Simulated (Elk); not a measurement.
## RbBr: optical spectrum from first principles

Wanted: where RbBr starts to absorb, how strongly, and its refractive index. The cell comes from an older database entry, whose edges can differ from later determinations, mostly by under a per cent.

Main program and level: Elk 11.2.3 (patched build); DFT, PBE, all-electron APW+lo, Dirac cores, scalar-relativistic bands, independent-particle optical response without local fields.

The database entry behind the starting cell differs from later determinations by our own check (about 0.5 % short), so it need not match the best structure at ambient conditions.

## 1. The starting structure

Symmetry: Fm-3m, No. 225, cubic system. Conventional cell: a = 6.854 Å, b = 6.854 Å, c = 6.854 Å, α = 90.00°, β = 90.00°, γ = 90.00°. Nearest to Rb lie 6 Br at 3.43 Å. Br has 6 Rb at 3.43 Å nearest. Farther neighbours and most contacts between anions are not listed.

## 2. Ground state

First the ground state: is it a metal or has it a gap?

This step: DFT, PBE, all-electron APW+lo, Dirac cores, scalar-relativistic bands, ground state (Elk 11.2.3 (patched build)).

The input, elk.in:

```
tasks
  0
  120

xctype
  20

nempty
  14

lorbcnd
  .true.

rgkmax
  7.0

swidth
  0.0018375

maxscl
  100

epsengy
  1e-05

sppath
  './'

avec
  0.000000000000 6.476091429093 6.476091429093
  6.476091429093 0.000000000000 6.476091429093
  6.476091429093 6.476091429093 0.000000000000

atoms
  2
  'Rb.in'
  1
  0.000000000000 0.000000000000 0.000000000000   0.000 0.000 0.000
  'Br.in'
  1
  0.500000000000 0.500000000000 0.500000000000   0.000 0.000 0.000

ngridk
  9 9 9
```

Command:

```console
> OMP_NUM_THREADS=4 elk
```

Numbers of over 12 decimals in the logs are rounded to 6 here.

Log:

```text
┌─────────────────────────┐
│ Elk code version 11.2.3 │
└─────────────────────────┘

All units are atomic (Hartree, Bohr, etc.)

┌─────────────────────────────────────────────────┐
│ Ground-state run starting from atomic densities │
└─────────────────────────────────────────────────┘

Lattice vectors :
   0.000000000       6.476091429       6.476091429
   6.476091429       0.000000000       6.476091429
   6.476091429       6.476091429       0.000000000

Reciprocal lattice vectors :
 -0.4851062849      0.4851062849      0.4851062849
  0.4851062849     -0.4851062849      0.4851062849
  0.4851062849      0.4851062849     -0.4851062849

Unit cell volume      :    543.2114431
Brillouin zone volume :   0.4566365760

Muffin-tin inner radius fraction :   0.1000000000E-01

Nuclei treated as point charges

Species : 1 (Rb)
 parameters loaded from : Rb.in
 name : rubidium
 nuclear charge    :   -37.00000000
 electronic charge :    37.00000000
 atomic mass :    155798.2686
 muffin-tin radius :    2.600000000
 number of radial points in muffin-tin :   1193
 inner part over the whole radius :   0.9947532429E-02
 number on inner part of muffin-tin    :    847
 approximate nuclear radius :   0.7999050501E-04
 number of mesh points to nuclear radius :    413
 atomic positions (lattice), magnetic fields (Cartesian) :
  1 :   0.00000000  0.00000000  0.00000000    0.00000000  0.00000000  0.00000000

Species : 2 (Br)
 parameters loaded from : Br.in
 name : bromine
 nuclear charge    :   -35.00000000
 electronic charge :    35.00000000
 atomic mass :    145656.0816
 muffin-tin radius :    2.400000000
 number of radial points in muffin-tin :    993
 inner part over the whole radius :   0.9934012010E-02
 number on inner part of muffin-tin    :    703
 approximate nuclear radius :   0.7858070945E-04
 number of mesh points to nuclear radius :    344
 atomic positions (lattice), magnetic fields (Cartesian) :
  1 :   0.50000000  0.50000000  0.50000000    0.00000000  0.00000000  0.00000000

Total number of atoms per unit cell :    2
Total muffin-tin volume :    131.5280124
 ratio of muffin-tin to unit cell volume :   0.2421304155

Spin treatment :
 spin-unpolarised

Number of Bravais lattice symmetries :   48
Number of crystal symmetries         :   48
Crystal has inversion symmetry
Real symmetric eigensolver will be used

k-point grid :      9     9     9
k-point offset :    0.000000000       0.000000000       0.000000000
k-point set is reduced with full crystal symmetry group
Total number of k-points :       35

Muffin-tin radius times maximum |G+k| :    7.000000000
 using average radius
Maximum |G+k| for APW functions       :    2.800000000
Maximum (1/2)|G+k|²                   :    3.920000000
Maximum |G| for potential and density :    12.00000000
Constant for pseudocharge density :    8
 order of it for each species :   15  15
 order of it for pair densities of each species (exact exchange by exxq0 0: 15) :   11   9
Radial integration step length :    1

G-vector grid sizes :     35    35    35
Number of G-vectors :    15905

Maximum angular momentum used for
 APW functions            :    8
 outer part of muffin-tin :    6
 inner part of muffin-tin :    2

Total nuclear charge    :   -72.00000000
Total core charge       :    46.00000000
Total valence charge    :    26.00000000
Total excess charge     :    0.000000000
Total electronic charge :    72.00000000

Effective Wigner radius, rₛ :    1.216697460

Number of empty states         :     28
Total number of valence states :     42
Total number of core states    :     46

Conduction state local-orbitals added automatically
Third-order local-orbitals added for an l without core states : F
Total number of local-orbitals :    121

Exchange-correlation functional :     20     0     0
 Perdew-Burke-Ernzerhof, Phys. Rev. Lett. 77, 3865 (1996)
 gradient requirement :    1
 generalised gradient approximation (GGA)

Smearing type :    3
 Fermi-Dirac
Smearing width :   0.1837500000E-02
Effective electronic temperature (K) :    580.2366081

Mixing type :    3
 Broyden mixing, J. Phys. A: Math. Gen. 17, L317 (1984)

Kohn-Sham potential initialised from atomic data

┌──────────────────────────────┐
│ Self-consistent loop started │
└──────────────────────────────┘

┌─────────────────┐
│ Loop number : 1 │
└─────────────────┘

Energies :
 Fermi                       :    -0.91239896646637E-01
 sum of occupied eigenvalues :     -3273.6191177742
 electron kinetic            :      5739.6966266157
 core electron kinetic       :      5464.9274418945
 Coulomb                     :     -11135.073661520
 Coulomb potential           :     -8753.8183650513
 nuclear-nuclear             :     -568.07182829457
 electron-nuclear            :     -12388.201701281
 Hartree                     :      1821.1998680551
 Madelung                    :     -6758.1644789946
 xc potential                :     -259.49737933864
 exchange                    :     -189.74393167398
 correlation                 :     -3.535317
 electron entropic           :    -0.44503955948186E-11
 total energy                :     -5588.6562839834

Density of states at Fermi energy :   0.5444433249E-07
 (states/Hartree/unit cell)

Estimated indirect band gap :   0.1754400923
 from k-point 1 to k-point 1
Estimated direct band gap   :   0.1754400923
 at k-point 1

Charges :
 core                        :    46.00000000
 valence                     :    26.00000000
 interstitial                :    3.032663144
 muffin-tins (core leakage)
  species : 1 (Rb)
   atom 1                    :    35.34044559     (  0.9284329176E-04)
  species : 2 (Br)
   atom 1                    :    33.62689127     (  0.2269852983E-04)
 total in muffin-tins        :    68.96733686
 total calculated charge     :    71.99989689
 total charge                :    72.00000000
 error                       :   0.1031052605E-03

┌─────────────────┐
│ Loop number : 2 │
└─────────────────┘

Energies :
 Fermi                       :    -0.90040000628345E-01
 sum of occupied eigenvalues :     -3273.5463704765
 electron kinetic            :      5739.0865491750
 core electron kinetic       :      5464.5361858494
 Coulomb                     :     -11135.054527221
 Coulomb potential           :     -8753.8203333356
 nuclear-nuclear             :     -568.07182829457
 electron-nuclear            :     -12388.160858251
 Hartree                     :      1821.1781593251
 Madelung                    :     -6758.1443605530
 xc potential                :     -258.81258631588
 exchange                    :     -189.74282624513
 correlation                 :     -3.535309
 electron entropic           :    -0.44491070988307E-11
 total energy                :     -5589.2461127939

Density of states at Fermi energy :   0.5444113819E-07
 (states/Hartree/unit cell)

Estimated indirect band gap :   0.1751478744
 from k-point 1 to k-point 1
Estimated direct band gap   :   0.1751478744
 at k-point 1

Charges :
 core                        :    46.00000000
 valence                     :    26.00000000
 interstitial                :    3.033734883
 muffin-tins (core leakage)
  species : 1 (Rb)
   atom 1                    :    35.34138525     (  0.9282237788E-04)
  species : 2 (Br)
   atom 1                    :    33.62487986     (  0.2270820500E-04)
 total in muffin-tins        :    68.96626512
 total calculated charge     :    71.99989691
 total charge                :    72.00000000
 error                       :   0.1030946057E-03

RMS change in Kohn-Sham potential (target) :   0.1643205396     (  0.1000000000E-05)
Absolute change in total energy (target)   :   0.5898288105     (  0.1000000000E-04)

[... 13 loops left out ...]

┌──────────────────┐
│ Loop number : 16 │
└──────────────────┘

Energies :
 Fermi                       :     0.26022580091189E-01
 sum of occupied eigenvalues :     -3266.1952135874
 electron kinetic            :      5738.9922685793
 core electron kinetic       :      5464.2192260904
 Coulomb                     :     -11134.017173418
 Coulomb potential           :     -8753.6138823584
 nuclear-nuclear             :     -568.07182829457
 electron-nuclear            :     -12386.225243142
 Hartree                     :      1820.2798980182
 Madelung                    :     -6757.2102322390
 xc potential                :     -251.57359980834
 exchange                    :     -189.69549507126
 correlation                 :     -3.535220
 electron entropic           :    -0.43893419632438E-11
 total energy                :     -5588.2556195418

Density of states at Fermi energy :   0.5443856736E-07
 (states/Hartree/unit cell)

Estimated indirect band gap :   0.1610197139
 from k-point 1 to k-point 1
Estimated direct band gap   :   0.1610197139
 at k-point 1

Charges :
 core                        :    46.00000000
 valence                     :    26.00000000
 interstitial                :    3.072015539
 muffin-tins (core leakage)
  species : 1 (Rb)
   atom 1                    :    35.40331501     (  0.9265765996E-04)
  species : 2 (Br)
   atom 1                    :    33.52466945     (  0.2297303265E-04)
 total in muffin-tins        :    68.92798446
 total calculated charge     :    71.99989627
 total charge                :    72.00000000
 error                       :   0.1037325491E-03

RMS change in Kohn-Sham potential (target) :   0.7296353460E-08 (  0.1000000000E-05)
Absolute change in total energy (target)   :   0.4094164069E-05 (  0.1000000000E-04)

Convergence targets achieved

┌──────────────────┐
│ Loop number : 17 │
└──────────────────┘

Energies :
 Fermi                       :     0.26022575845002E-01
 sum of occupied eigenvalues :     -3266.1952136704
 electron kinetic            :      5738.9922685810
 core electron kinetic       :      5464.2192262252
 Coulomb                     :     -11134.017173474
 Coulomb potential           :     -8753.6138824711
 nuclear-nuclear             :     -568.07182829457
 electron-nuclear            :     -12386.225243137
 Hartree                     :      1820.2798979576
 Madelung                    :     -6757.2102322382
 xc potential                :     -251.57359978032
 exchange                    :     -189.69549506959
 correlation                 :     -3.535220
 electron entropic           :    -0.43893419397980E-11
 total energy                :     -5588.2556195938

Density of states at Fermi energy :   0.5443856734E-07
 (states/Hartree/unit cell)

Estimated indirect band gap :   0.1610197145
 from k-point 1 to k-point 1
Estimated direct band gap   :   0.1610197145
 at k-point 1

Charges :
 core                        :    46.00000000
 valence                     :    26.00000000
 interstitial                :    3.072015539
 muffin-tins (core leakage)
  species : 1 (Rb)
   atom 1                    :    35.40331500     (  0.9265765969E-04)
  species : 2 (Br)
   atom 1                    :    33.52466946     (  0.2297303294E-04)
 total in muffin-tins        :    68.92798446
 total calculated charge     :    71.99989627
 total charge                :    72.00000000
 error                       :   0.1037325494E-03

┌──────────────────────────────┐
│ Self-consistent loop stopped │
└──────────────────────────────┘

Wrote STATE.OUT
```

Wall time 11 s (4 threads of Arm Neoverse V1, shared host); peak memory 0.11 GiB; 33 s of CPU time.

Read-outs, printed or worked out from the files:

| Property | Result |
| --- | --- |
| total energy | -5588 Ha |
| Fermi energy | 0.7081 eV |
| DOS at the Fermi level | 2.00e-9 states/eV/cell |
| gap on the k-mesh | 4.382 eV |
| direct gap on the mesh | 4.382 eV |

There is a gap, 4.38 eV on this mesh (points off the mesh can give less), so no carriers' term is needed.

(Continued in part 2 of 2.)

[Machine, clock and banner lines and Python warnings are left out of the logs.]

[Logs are printed without paths, hosts, clocks, repeated set-up lines and the standing remarks that a program may print on its own settings, such as how far it seeks lower states.]

[Hosts, paths, dates, database ids (printed as entryN), source tags and the programs' standing remarks are cut or masked in the printed files.]
